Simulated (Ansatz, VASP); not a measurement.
# Rb in VASP and in Ansatz

```xyz
1
Lattice="-2.9545 2.9545 2.7308 2.9545 -2.9545 2.7308 2.9545 2.9545 -2.7308" Properties=species:S:1:pos:R:3 pbc="T T T"
Rb    0.0000    0.0000    0.0000
```

This isn't the form of Rb at room conditions, which is bcc.

Alike in both runs: task single point; functional PBE; k mesh 5 × 5 × 5; occupations fermi-dirac, width 0.04 eV; no spin polarisation.

```csv
,VASP,Ansatz
version,VASP 6.6.1,Ansatz 0.2.0
potentials or method,"VASP PAW PBE potentials, release 64 (Rb_sv), cutoff 520 eV","all-electron LAPW, scalar-relativistic"
```

|  | VASP | Ansatz | Ansatz less VASP |
| --- | --- | --- | --- |
| gap on the k mesh at the Fermi level (eV) | none | none | - |
| pressure (GPa) | -0.1 | -0.1 | 0.00 |
| largest component of the traceless stress (GPa) | 0.05 | 0.05 | 0.000 |

A gap of «none» marks a metal or a gap that the smearing closes. Ansatz ran all-electron here, so the differences hold the error of VASP's frozen core and of both bases.

Caveats: the k mesh is thin for a metal, which can move the energy by tens of meV per atom (Ansatz).
